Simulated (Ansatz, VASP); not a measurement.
**TiC: VASP beside Ansatz**

```
Ti C
1.0
     6.12768    0.00000    0.00000
     0.00000    6.12768    0.00000
     0.00000    0.00000   19.81115
Ti C
12 12
Direct
  0.25000 0.25000 0.20191
  0.25000 0.75000 0.20191
  0.75000 0.25000 0.20191
  0.75000 0.75000 0.20191
  0.00000 0.00000 0.30898
  0.00000 0.50000 0.30898
  0.50000 0.00000 0.30898
  0.50000 0.50000 0.30898
  0.25000 0.25000 0.41406
  0.25000 0.75000 0.41406
  0.75000 0.25000 0.41406
  0.75000 0.75000 0.41406
  0.00000 0.00000 0.20191
  0.00000 0.50000 0.20191
  0.50000 0.00000 0.20191
  0.50000 0.50000 0.20191
  0.25000 0.25000 0.30839
  0.25000 0.75000 0.30839
  0.75000 0.25000 0.30839
  0.75000 0.75000 0.30839
  0.00000 0.00000 0.41952
  0.00000 0.50000 0.41952
  0.50000 0.00000 0.41952
  0.50000 0.50000 0.41952
```

Alike in both runs: task single point; functional PBE; k mesh 5 × 5 × 1; occupations gaussian, width 0.1 eV; no spin polarisation.

```csv
,VASP,Ansatz
version,VASP 6.6.1,Ansatz 0.2.0
potentials or method,"VASP PAW PBE potentials, release 64 (Ti_sv, C)","scalar-relativistic, plane waves, PAW"
plane-wave cutoff (eV),520,420
valence electrons in the cell,192,192
```

```csv
,VASP,Ansatz,Ansatz less VASP
gap on the k mesh at the Fermi level (eV),none,none,-
rms of the force components (eV/Å),0.313,0.313,-0.0001
```

A gap of «none» marks a metal or a gap that the smearing closes. The functional is the same, so the differences come from potentials, cutoffs and numerics. Ansatz warned: «xc_potential_rough_in_thin_density».
